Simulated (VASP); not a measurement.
# KZnF₃: forms and broadenings of the independent-particle spectrum

KZnF₃, Pm-3m (no. 221), 5 atoms in the cell. PBE, independent-particle dielectric function; PAW potentials Zn, K_sv, F (PBE set).

## Input

INCAR.step1:
```
  PREC = Accurate
  ENCUT = 460
  ISMEAR = 0
  SIGMA = 0.02
  EDIFF = 1E-8
  LASPH = True
  KPAR = 4
  LWAVE = False
  LCHARG = False
  LEPSILON = True
```

INCAR.step2, as INCAR.step1 but for:
```
- LWAVE = False
- LEPSILON = True
+ LWAVE = True
+ NBANDS = 77
```

INCAR.step3:
```
  PREC = Accurate
  ENCUT = 460
  ISMEAR = 0
  SIGMA = 0.02
  EDIFF = 1E-7
  LASPH = True
  KPAR = 4
  LWAVE = False
  LCHARG = False
  LOPTICS = True
  NBANDS = 77
  NEDOS = 2000
  CSHIFT = 0.1
  ALGO = None
  NELM = 1
  ISTART = 1
```

INCAR.step4, as INCAR.step3 but for:
```
+ LNABLA = True
```

INCAR.step5, as INCAR.step4 but for:
```
- LNABLA = True
+ LPEAD = True
+ IPEAD = 1
```

INCAR.step6, as INCAR.step5 but for:
```
- IPEAD = 1
+ IPEAD = 2
```

INCAR.step7 changes the same tag again: IPEAD = 4.

INCAR.step8, as INCAR.step7 but for:
```
- CSHIFT = 0.1
- LPEAD = True
- IPEAD = 4
+ CSHIFT = 0.3
```

INCAR.step9, as INCAR.step8 but for:
```
- CSHIFT = 0.3
+ CSHIFT = 0.05
```

INCAR.step10 changes the same tag again: CSHIFT = 0.5.

INCAR.step11, as INCAR.step10 but for:
```
- ISMEAR = 0
- CSHIFT = 0.5
+ ISMEAR = -5
+ CSHIFT = 0.1
```

INCAR.step12, as INCAR.step11 but for:
```
- ISMEAR = -5
- SIGMA = 0.02
+ ISMEAR = 0
+ SIGMA = 0.2
```

INCAR.step13, as INCAR.step12 but for:
```
- SIGMA = 0.2
+ SIGMA = 0.02
+ OMEGAMAX = 12
```

INCAR.step14, as INCAR.step13 but for:
```
- OMEGAMAX = 12
+ OMEGAMAX = 60
```

KPOINTS:
```
k-points
0
Gamma
  8 8 8
```

POSCAR:
```
KZnF3
1.0
    4.0500000000      0.0000000000      0.0000000000
    0.0000000000      4.0500000000      0.0000000000
    0.0000000000      0.0000000000      4.0500000000
Zn K F
1 1 3
Direct
    0.5000000000      0.5000000000      0.5000000000
    0.0000000000      0.0000000000      0.0000000000
    0.5000000000      0.0000000000      0.5000000000
    0.0000000000      0.5000000000      0.5000000000
    0.5000000000      0.5000000000      0.0000000000
```

Commands (each step's output is kept before the next begins):
```
cat potpaw_PBE.64/Zn/POTCAR potpaw_PBE.64/K_sv/POTCAR potpaw_PBE.64/F/POTCAR > POTCAR
cp INCAR.step1 INCAR
mpirun -np 4 vasp_std > vasp.out
rm WAVECAR CHG
cp INCAR.step2 INCAR
mpirun -np 4 vasp_std > vasp.out
cp INCAR.step3 INCAR
mpirun -np 4 vasp_std > vasp.out
cp INCAR.step4 INCAR
mpirun -np 4 vasp_std > vasp.out
cp INCAR.step5 INCAR
mpirun -np 4 vasp_std > vasp.out
cp INCAR.step6 INCAR
mpirun -np 4 vasp_std > vasp.out
cp INCAR.step7 INCAR
mpirun -np 4 vasp_std > vasp.out
cp INCAR.step8 INCAR
mpirun -np 4 vasp_std > vasp.out
cp INCAR.step9 INCAR
mpirun -np 4 vasp_std > vasp.out
cp INCAR.step10 INCAR
mpirun -np 4 vasp_std > vasp.out
cp INCAR.step11 INCAR
mpirun -np 4 vasp_std > vasp.out
cp INCAR.step12 INCAR
mpirun -np 4 vasp_std > vasp.out
cp INCAR.step13 INCAR
mpirun -np 4 vasp_std > vasp.out
cp INCAR.step14 INCAR
mpirun -np 4 vasp_std > vasp.out
```

## Result

- Direct gap on the mesh (eV): 5.65
- Gap on the mesh (eV): 3.80
- Bands: 77

One ground state, settings moved in the last step alone:

| Settings | ε at zero frequency | Mean energy of the absorption, weighted by Im ε (eV) | Time (s) |
|---|---|---|---|
| longitudinal form, CSHIFT 0.1 | 2.41 | 13.18 | 3 |
| transversal form (LNABLA) | 2.32 | 13.10 | 3 |
| finite differences (LPEAD), order 1 | 2.38 | 13.23 | 5 |
| finite differences (LPEAD), order 2 | 2.41 | 13.18 | 7 |
| finite differences (LPEAD), order 4 | 2.41 | 13.18 | 11 |
| CSHIFT 0.3 | 2.41 | 13.17 | 3 |
| CSHIFT 0.05 | 2.41 | 13.18 | 3 |
| CSHIFT 0.5 | 2.41 | 13.17 | 3 |
| tetrahedron method | 2.40 | 13.21 | 4 |
| SIGMA 0.2 | 2.41 | 13.18 | 4 |
| OMEGAMAX 12, which cuts the spectrum short | 1.54 | – | 3 |
| OMEGAMAX 60 | 2.41 | 13.18 | 3 |

The mean energy covers the spectrum up to 20 eV.

On the same mesh, density-functional perturbation theory with local fields gives ε = 2.36.

VASP 6.6.1 took 235 s on 4 cores (Intel Xeon Platinum 8488C (Sapphire Rapids)), a shared host.
